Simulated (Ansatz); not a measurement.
# PtS2 (P-3m1) in Ansatz: notebook

One crystal, PtS2, is run at these levels: PBEsol+U; tasks: projected density of states.

Everything below comes from runs of Ansatz 0.2.0. Logs are shortened: lines on timing, memory, paths and dates and some standing lists are left out, and cuts for length are marked.

**1. The crystal as given**

The structure is trigonal, space group P-3m1 (No. 164). Conventional cell: a = 3.543 Å, b = 3.543 Å, c = 5.039 Å, α = 90.00°, β = 90.00°, γ = 120.00°. Pt (site symmetry -3m) is surrounded by 6 S at 2.34 Å. Around S (site symmetry 3m) lie 3 Pt at 2.34 Å.

**2. Projected density of states, PBEsol+U**

File input.yaml:

```yaml
crystal:
  lattice:
    - [3.5432, 0.0, 0.0]
    - [-1.7716, 3.0685012107, 0.0]
    - [0.0, 0.0, 5.0388]
  atoms:
    - { symbol: Pt, position: [0.0, 0.0, 0.0] }
    - { symbol: S, position: [0.6666666667, 0.3333333333, 0.773] }
    - { symbol: S, position: [0.3333333333, 0.6666666667, 0.227] }
hamiltonian:
  xc: pbesol
  pseudopotentials: { kind: paw }
  hubbard: { sites: [{ species: Pt, l: d, u_eff: 5.0 }] }
kpoints:
  mp_grid: { grid: [9, 9, 5] }
scf:
  occupations: { method: fermi_dirac, width: 0.05 }
  n_extra_bands: 7
output:
  forces: true
  stress: true
  eigenvalues: true
  dos: { projected: true, de: 0.05, nscf_kmesh: { grid: [14, 14, 8] } }
```

Potentials or basis: Ansatz PAW.

On the command line:

```sh
ansatz run input.yaml --threads 2 --pin off --max-ram 5632MiB --backend cpu --events-out ev --progress --plain --runs-dir out
```

The log of the run:

```text
Warning: RAYON_NUM_THREADS=2 ignored (pool sized by the plan → 2); use --threads N
Pt: projections on atomic orbitals take those of the free atom [Kr 4d10 4f14] 5s2 5p6 5d9 6s1, of charge +0.00 (hamiltonian.pseudopotentials.projection_atoms); the dataset's partial waves leave at most 9.1e-5 of an orbital's norm unspanned inside its sphere
S: projections on atomic orbitals take those of the free atom [Ne] 3s2 3p4, of charge +0.00 (hamiltonian.pseudopotentials.projection_atoms); the dataset's partial waves leave at most 1.6e-7 of an orbital's norm unspanned inside its sphere
scf.n_extra_bands = 7 over 15 filled bands (N_el = 30.0): the run solves 22 bands
Engine: ansatz 0.2.0, aarch64-unknown-linux-gnu
Pseudopotentials: kind: paw
Pseudopotential: Pt, paw, valence charge 18, recommended cutoff 420 eV (normal), Pt.paw.azcp
Pseudopotential: S, paw, valence charge 6, recommended cutoff 420 eV (normal), S.paw.azcp
Functional definition: PBEsol
  exchange = pbesol_x
  correlation = pbesol_c
Crystal: 3 atoms, lattice volume = 54.783 Å³
Basis set: ecut = 420 eV, 1043 PW (Γ), exchange–correlation on 48×48×72 points (8 copies of the dense FFT grid, shifted against one another)
Bands: 22, of which v1, the nominal top of the filled ones, is band 15 counted from 1 (14 counted from 0)
Symmetry: 12 space group operations
Space group: P-3m1 (ITA 164), of the structure as read, at distance tolerance 3.8e-5 Å
k-points: 50 of 405
Non-local potential: Pt, projectors of the file, l = 0: 3, l = 1: 2, l = 2: 2, l = 3: 1
Non-local potential: S, projectors of the file, l = 0: 2, l = 1: 2, l = 2: 2
PAW form: soft (Blöchl's): semilocal exchange-correlation on the pseudo side does not see the compensation charge
PAW frozen core: Pt, regenerated for the run's functional, and the local potential with it (the file was generated under x = pbe(κ = 0.804, μ = 0.2195149727645171), c = pbe(β = 0.06672455060314922))
PAW frozen core: S, regenerated for the run's functional, and the local potential with it (the file was generated under x = pbe(κ = 0.804, μ = 0.2195149727645171), c = pbe(β = 0.06672455060314922))
PAW one-centre angular grid: Pt, 590 points (default); XC on 64 Gauss nodes
PAW one-centre angular grid: S, 110 points (default); XC on 64 Gauss nodes
Initial density: superposition of atomic densities (chi_scale 0.1, normalization cell, long waves of neutral atoms under a Hubbard term (reshape's long-wave potential 0.01 eV rms, cloud 2.41 Å wide))
Initial wavefunctions: pseudopotential atomic-orbital guess
Functional: x = pbesol(κ = 0.804, μ = 0.12345679012345678), c = pbesol(β = 0.046)
iter 1 solved again at ethr=2.61e-3 eV; its pass at ethr=3.10e-3 eV (dr2=7.84e-1 eV) is discarded
SCF iter   1: F=—  HF=-14152.130772 eV  |F-HF|=—  |Δ(HF+E_count)|=         —  Δρ=5.60e-2  dr2=7.86e-1  ethr=2.61e-3  ⟨swp⟩=1.3  Hψ=7006  notcnv=0
preconditioner: auto → Resta (q_TF=auto, 2.468 Å⁻¹)  ε∞=4.6  [insulator: Δε(μ)=0.919 eV  Ē_g=12.459 eV  σ=0.050 eV  W_gap=1.00  n_scr=20 (ndim 8)  ℏωp=23.5 eV  f_vac=0.008  D(μ)=0.00/eV (n_scr^D=0)  ε∞_Penn≈4.6]
SCF iter   2: F=—  HF=-14152.279042 eV  |F-HF|=—  |Δ(HF+E_count)|=   1.48e-1  Δρ=2.84e-2  dr2=1.48e-1  ethr=2.61e-3  ⟨swp⟩=2.6  Hψ=1803  notcnv=0
SCF iter   3: F=—  HF=-14152.360656 eV  |F-HF|=—  |Δ(HF+E_count)|=   8.16e-2  Δρ=9.83e-3  dr2=4.03e-2  ethr=4.92e-4  ⟨swp⟩=2.0  Hψ=1630  notcnv=0  defer=18
SCF iter   4: F=—  HF=-14152.359847 eV  |F-HF|=—  |Δ(HF+E_count)|=   8.09e-4  Δρ=1.16e-3  dr2=6.47e-4  ethr=1.34e-4  ⟨swp⟩=2.0  Hψ=1710  notcnv=0  defer=80
SCF iter   5: F=—  HF=-14152.360293 eV  |F-HF|=—  |Δ(HF+E_count)|=   4.47e-4  Δρ=2.47e-4  dr2=4.53e-5  ethr=2.16e-6  ⟨swp⟩=2.1  Hψ=1583  notcnv=0  defer=80
SCF iter   6: F=—  HF=-14152.360337 eV  |F-HF|=—  |Δ(HF+E_count)|=   4.33e-5  Δρ=4.25e-5  dr2=5.37e-7  ethr=1.51e-7  ⟨swp⟩=2.0  Hψ=1562  notcnv=0  defer=80
SCF iter   7: F=-14152.360338 eV  HF=-14152.360338 eV  |F-HF|=2.73e-8  |Δ(HF+E_count)|=   1.08e-6  Δρ=6.25e-6  dr2=2.18e-8  ethr=3.33e-10  ⟨swp⟩=9.6  Hψ=5341  notcnv=0
SCF 1 converged in 7 iterations: F = -14152.360338 eV  dr2 = 2.18e-8
NSCF: frozen V_eff on 168 k-points
SCF converged after 7 iterations
Free energy (F): -14152.360338 eV
Harris-Foulkes:  -14152.360338 eV  (|F-HF|=2.73e-8)
Internal energy: -14152.360321 eV  (E = F + TS)
E sigma→0 (E₀):  -14152.360329 eV
Entropy (-TS):   -0.000017 eV (-0.006 meV/atom)
Fermi energy:    11.149636 eV
--- Per-component energies (eV) ---
  E_band       = -332.864771
  E_kinetic    = 855.928539
  E_local      = -3152.410414  (includes V_loc(G=0)·N_el)
  E_nonlocal   = 259.689510
  E_hartree    = 1250.776384
  E_xc         = -454.073639
  E_vxc        = -479.142655  (∫ρ·V_xc dr)
  E_hubbard    = 2.362340  (on-site DFT+U / exact-exchange correction)
  E_vhub       = -17.038133  (the Hubbard potential's part of the band-sum identity)
  E_paw        = -10484.839724  (= ΣΔE_a)
  E_vpaw       = -301.445650  (= ΣTr[D̂ρ^β])
  E_aug_tail   = 0.000180  (compensation charges beyond the density's cutoff)
  E_ewald      = -2430.204375
  E_core_change = 0.410880  (= ΣΔE_core)
  E_smearing   = -0.000017  (= −TS)
  E_closure    = 0.000000  (closes the sum)
  Σ components = -14152.360338   (vs F -14152.360338, Δ=0.00e0)
--- Forces (eV/Å), atoms counted from 1 ---
  atom   1  Pt    -0.00000000     0.00000000     0.00000000
  atom   2  S      0.00000000    -0.00000000    -1.08064749
  atom   3  S     -0.00000000     0.00000000     1.08064749
  max |Σ_I F_I| component: 2.22e-16 eV/Å
--- Stress (GPa, compression-positive) ---
        7.327152       0.000000       0.000000
        0.000000       7.327152       0.000000
        0.000000       0.000000       6.564205
  P = ⅓ Tr σ = 7.0728 GPa (70.728 kbar)
--- Band table (eV; the first three rows and the last of 50) ---
  k-point 0: bands = ["-88.0518", "-42.3358", "-42.3358", "-42.1492", "-4.7829", "-1.4945", "2.8924", "3.0775", "3.0775", "5.1500", "5.1500", "8.1476", "9.6851", "9.6851", "10.6691", "13.0943", "13.0943", "15.4999", "16.4629", "18.6578", "18.6578", "22.6861"]
  k-point 1: bands = ["-88.0518", "-42.3358", "-42.3358", "-42.1493", "-4.7008", "-1.7460", "3.0846", "3.0846", "3.2216", "5.1391", "5.1391", "8.1723", "9.6157", "9.6157", "10.2461", "13.2599", "13.2599", "15.6222", "17.0842", "18.5739", "18.5739", "21.7474"]
  k-point 2: bands = ["-88.0519", "-42.3358", "-42.3358", "-42.1493", "-4.5466", "-2.1359", "3.0963", "3.0963", "3.7521", "5.1218", "5.1218", "8.2390", "9.5102", "9.5102", "9.5520", "13.5401", "13.5401", "16.0883", "17.9405", "18.3923", "18.3923", "20.3953"]
  k-point 49: bands = ["-88.0513", "-42.3536", "-42.3536", "-42.1457", "-2.5821", "-2.5821", "3.3240", "3.3240", "4.3169", "5.3153", "5.8591", "5.8591", "7.3223", "8.1985", "8.1985", "12.7823", "12.7823", "17.8960", "18.6237", "18.9577", "18.9577", "21.2913"]
Occupation matrices written to <dir>
```

It took 5.7 s on 2 threads of Arm Neoverse V2, shared host; peak memory 0.41 GiB.

Results:

* Free energy: -14152.3603 eV
* Pressure: 7.1 GPa
* Largest force: 1.081 eV/Å
* Band gap on the k mesh: 0.85 eV, indirect (least direct gap 0.96 eV)

Forces on the atoms (eV/Å):
```
Pt   0.000  0.000  0.000
S    0.000  0.000 -1.081
S    0.000  0.000  1.081
```

Stress tensor (GPa, compression positive):
```
7.33 0.00 0.00
0.00 7.33 0.00
0.00 0.00 6.56
```

States per cell in windows of 0.5 eV (zero at the valence-band top; states under -8 eV left out):
```
from (eV)  total  S 3p  Pt 5d  Pt 6s  S 3s
     -8.0   1.53  0.50   0.96   0.02  0.03
     -7.5   1.03  0.33   0.66   0.01  0.01
     -7.0   1.71  0.50   1.14   0.01  0.03
     -6.5   1.24  0.38   0.74   0.07  0.03
     -6.0   2.44  0.54   1.74   0.07  0.07
     -5.5   1.16  0.28   0.79   0.02  0.06
     -5.0   0.90  0.26   0.54   0.04  0.05
     -4.5   0.69  0.33   0.25   0.06  0.04
     -4.0   0.67  0.35   0.20   0.05  0.06
     -3.5   0.81  0.53   0.19   0.02  0.05
     -3.0   1.23  0.90   0.25   0.01  0.04
     -2.5   1.04  0.78   0.20   0.00  0.02
     -2.0   1.31  1.05   0.20   0.01  0.03
     -1.5   0.99  0.86   0.08   0.00  0.01
     -1.0   0.42  0.36   0.04   0.00  0.01
     -0.5   0.34  0.31   0.02   0.00  0.01
      0.0   0.01  0.01   0.00   0.00  0.00
      0.5   0.17  0.09   0.06   0.00  0.01
      1.0   0.93  0.55   0.28   0.00  0.06
      1.5   1.50  0.97   0.40   0.00  0.05
      2.0   1.29  0.87   0.34   0.00  0.03
      2.5   0.10  0.07   0.03   0.00  0.00
      3.0   0.00  0.00   0.00   0.00  0.00
      3.5   0.00  0.00   0.00   0.00  0.00
      4.0   0.00  0.00   0.00   0.00  0.00
      4.5   0.00  0.00   0.00   0.00  0.00
      5.0   0.43  0.07   0.01   0.09  0.01
      5.5   0.87  0.14   0.01   0.18  0.02
      6.0   0.82  0.12   0.01   0.17  0.02
      6.5   0.62  0.07   0.01   0.14  0.03
      7.0   0.84  0.06   0.01   0.12  0.02
      7.5   0.77  0.03   0.01   0.07  0.01
```

Eigenvalues of the final occupation matrices:
```
  site  spin  trace               eigenvalues
site 1     1   4.35  0.71 0.71 0.98 0.98 0.98
```

Caveat: odd divisions of the mesh miss points on the zone boundary, where band edges often lie, so the gap on the mesh can be too wide; spin-orbit coupling is left out, which moves the levels of the heavy elements; the PAW data sets come from PBE, with cores solved anew for the run's functional, which leaves a small shift of forces and pressure; forces of over 1 eV/Å show positions far from the minimum, so gaps and moduli don't describe the material at rest. A k mesh can miss the band edges.

[end of part 1 of 2]
